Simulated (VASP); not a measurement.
**CuI: equation of state with PBE**

The system is CuI.

```xyz
2
Lattice="3.6526 0.0000 0.0000 0.0000 3.6526 0.0000 0.0000 0.0000 3.6526" Properties=species:S:1:pos:R:3 pbc="T T T"
Cu    1.8263    1.8263    1.8263
I     0.0000    0.0000    0.0000
```

The cell was built by a generator and needn't be a form met in nature.

```json
{
  "Program": "VASP 6.6.1",
  "Task": "equation of state",
  "Functional": "PBE",
  "Potentials or basis": "VASP PAW PBE potentials, release 64 (Cu, I)",
  "Cutoff": "520 eV",
  "k mesh": "7 × 7 × 7",
  "Occupations": "fermi-dirac, width 0.05 eV",
  "Spin": "no spin polarisation"
}
```

- Equilibrium volume: 24.37 Å³/atom
- Bulk modulus: 32 GPa
- Pressure derivative of the bulk modulus: 3.5

Energy against volume, from the lowest point:
| volume (Å³/atom) | energy (meV/atom) |
| --- | --- |
| 22.903 | 9.61 |
| 23.391 | 4.16 |
| 23.878 | 1.02 |
| 24.365 | 0.00 |
| 24.853 | 0.91 |
| 25.340 | 3.60 |
| 25.827 | 7.88 |

All runs of the series together: 100 s on 1 thread of Intel(R) Xeon(R) Platinum 8259CL CPU @ 2.50GHz (Skylake/Cascade Lake), with other jobs on the host.

Caveat: the run has no spin polarisation, though such a crystal can be magnetic. Spin-orbit coupling is left out, which matters for the levels of I.
